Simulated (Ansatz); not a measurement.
**MgTe: a relaxation**

The task is a relaxation on MgTe. The structure is shown as the input types it.

Method: DFT, LDA, PAW with Ansatz's default frozen-core files, scalar-relativistic; relaxation of cell and atoms, in Ansatz 0.2.0.

### 1 The structure to begin with

It takes space group F-43m (No. 216, cubic). Conventional cell: a = 6.464 Å, b = 6.464 Å, c = 6.464 Å, α = 90.00°, β = 90.00°, γ = 90.00°. Mg (site symmetry -43m) is surrounded by 4 Te at 2.80 Å. Around Te (site symmetry -43m) lie 4 Mg at 2.80 Å.

Coordinates:

```cif
data_structure
_symmetry_space_group_name_H-M 'F-43m'
_symmetry_Int_Tables_number 216
_cell_length_a 6.4640
_cell_length_b 6.4640
_cell_length_c 6.4640
_cell_angle_alpha 90.000
_cell_angle_beta 90.000
_cell_angle_gamma 90.000
_cell_volume 270.09
loop_
_atom_site_label
_atom_site_type_symbol
_atom_site_symmetry_multiplicity
_atom_site_Wyckoff_symbol
_atom_site_fract_x
_atom_site_fract_y
_atom_site_fract_z
_atom_site_occupancy
Mg1 Mg 4 a 0.00000 0.00000 0.00000 1
Te1 Te 4 d 0.25000 0.25000 0.75000 1
```

### 2 The run

File input.yaml:

```yaml
crystal:
  lattice:
    - [0.0, 3.2319988239, 3.2319988239]
    - [3.2319988239, 0.0, 3.2319988239]
    - [3.2319988239, 3.2319988239, 0.0]
  atoms:
    - { symbol: Mg, position: [0.0, 0.0, 0.0] }
    - { symbol: Te, position: [0.25, 0.25, 0.25] }
kpoints:
  mp_grid: { grid: [8, 8, 8] }
scf:
  occupations: { method: fixed }
  convergence: { dr2_threshold: 1.0e-16 }
  max_iter: 100
hamiltonian:
  xc: lda
  pseudopotentials: { kind: paw }
relax:
  f_tol: 0.002
  max_steps: 80
  cell: {}
output:
  forces: true
  stress: true
  write_density: true
  write_potential: true
  elf: true
  volumetric_format: npy
```

On the command line:

```
ansatz run input.yaml --threads 1 --pin off --max-ram 3072MiB --backend cpu --events-out ev --progress --plain --runs-dir out
```

What happens when this is run?

The run converged and reported no error. That alone doesn't make the input a sound one.

In the input, scf.convergence.dr2_threshold is 1.0e-16. The risk: threshold needlessly tight. Once met, so tight a threshold does no harm; it costs cycles.

The test: delete scf.convergence.dr2_threshold (the default then holds).
